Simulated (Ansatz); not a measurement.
Bulk crystal (PtS2) after relaxation:

```
Pt S
1.0
     3.57133    0.00000    0.00000
    -1.78566    3.09286    0.00000
     0.00000    0.00000    4.76828
Pt S
1 2
Direct
  0.00000 0.00000 0.00000
  0.33333 0.66667 0.25095
  0.66667 0.33333 0.74905
```

Miller indices refer to the conventional cell of P-3m1 (No. 164), a = 3.571 Å, b = 3.571 Å, c = 4.768 Å, α = 90.00°, β = 90.00°, γ = 120.00°. The bulk's gap is 0.13 eV.

The (012) slab of 18 planes, 10.1 Å thick with 15 Å of vacuum as cut; outer planes S (top) and S (bottom).

The calculation used DFT PBEsol, scalar-relativistic, plane waves, PAW (Ansatz). Plane waves to 420 eV, a k mesh through Γ of 10×5×1 on the computed 18-atom cell and Gaussian smearing (0.05 eV); no spin polarisation. The cell repeats along c with a dipole correction in the vacuum.

The slab's inner planes relax by over 3 % too, so it holds no bulk-like region.

Results for the relaxed slab:

* Surface energy (mean of both faces): 0.68 J/m²
* Gap of the slab on the mesh: none (metal or semimetal)
* Work function: 5.50 eV

Relaxation lowers the energy by 0.119 J/m² a face; the largest move is 0.315 Å.

```
plane (bottom to top)  atoms  spacing to next, bulk (Å)  relaxed (Å)  change (%)
                    1      S                      0.318        0.405       +27.2
                    2     Pt                      0.318        0.104       -67.3
                    3      S                      1.252        1.242        -0.8
                    4      S                      0.318        0.434       +36.4
                    5     Pt                      0.318        0.363       +13.9
                    6      S                      1.252        1.012       -19.2
                    7      S                      0.318        0.372       +16.9
                    8     Pt                      0.318        0.412       +29.5
                    9      S                      1.252        0.994       -20.6
                   10      S                      0.318        0.412       +29.5
                   11     Pt                      0.318        0.372       +16.9
                   12      S                      1.252        1.012       -19.2
                   13      S                      0.318        0.363       +13.9
                   14     Pt                      0.318        0.434       +36.4
                   15      S                      1.252        1.242        -0.8
                   16      S                      0.318        0.104       -67.3
                   17     Pt                      0.318        0.405       +27.2
                   18      S
```

With no bulk-like middle, the error of these values can't be bounded. Other terminations of this plane can be more stable.

Spin-orbit coupling is left out, which matters for the bands of heavy elements. Gaps are read on the k points sampled, so a band crossing between them can be missed.

Worked out: the slab's 18 atoms lie 2.361 eV above the same atoms in the bulk. Shared over two faces of 27.89 Å² this is 42.3 meV/Å², and 1 eV/Å² is 16.02 J/m², which gives 0.68 J/m². The cut crosses 2 bonds a cell (neighbours within 10 % of the shortest distances), so each costs 1.18 eV on this count. The top two spacings change in opposite senses (+27.2 and -67.3 %).
